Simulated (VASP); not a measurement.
Ag: single point with PBE

Ag, a slab with vacuum:

```
Ag
1.0
     2.93148    0.00000    0.00000
     0.00000    2.93148    0.00000
     0.00000    0.00000   19.14574
Ag
3
Direct
  0.50000 0.50000 0.39173
  0.00000 0.00000 0.50000
  0.50000 0.50000 0.60827
```

The slab is cut from a database's or a generator's crystal, which needn't be the stable form of the element.

```json
{"Program": "VASP 6.6.1", "Task": "single point", "Functional": "PBE", "Potentials or basis": "VASP PAW PBE potentials, release 64 (Ag)", "Cutoff": "520 eV", "k mesh": "13 × 13 × 1", "Occupations": "methfessel-paxton, width 0.1 eV", "Spin": "no spin polarisation"}
```

The largest force is 0.089 eV/Å, the band gap on the k mesh is none (metal or under the smearing width) and the work function of the upper face is 4.33 eV. The work function of the lower face is 4.33 eV.

Forces on the atoms (eV/Å):
```
Ag   0.000  0.000  0.089
Ag   0.000  0.000  0.000
Ag   0.000  0.000 -0.089
```

Levels at points of the mesh, in eV from the Fermi level:
```csv
k point,band 13,band 14,band 15,band 16,band 17,band 18,band 19,band 20,band 21,band 22
"(0.00, 0.00, 0.00)",-3.41,-3.11,-2.96,-2.95,-2.95,-0.66,1.37,3.99,4.63,5.35
```

Core levels (eV, on the scale of the bands):
| atom | levels |
| --- | --- |
| 1 Ag | 1s -25322.2, 2s -3725.9, 2p -3341.4, 3s -680.8, 3p -554.5, 3d -355.6, 4s -92.0, 4p -55.5 |
| 2 Ag | 1s -25322.6, 2s -3726.2, 2p -3341.7, 3s -681.1, 3p -554.9, 3d -356.0, 4s -92.3, 4p -55.8 |
| 3 Ag | 1s -25322.2, 2s -3725.9, 2p -3341.4, 3s -680.8, 3p -554.5, 3d -355.6, 4s -92.0, 4p -55.5 |

Run time: 2 min on 1 thread of Intel(R) Xeon(R) Platinum 8488C (Sapphire Rapids), on a shared host, peak memory 0.3 GiB.
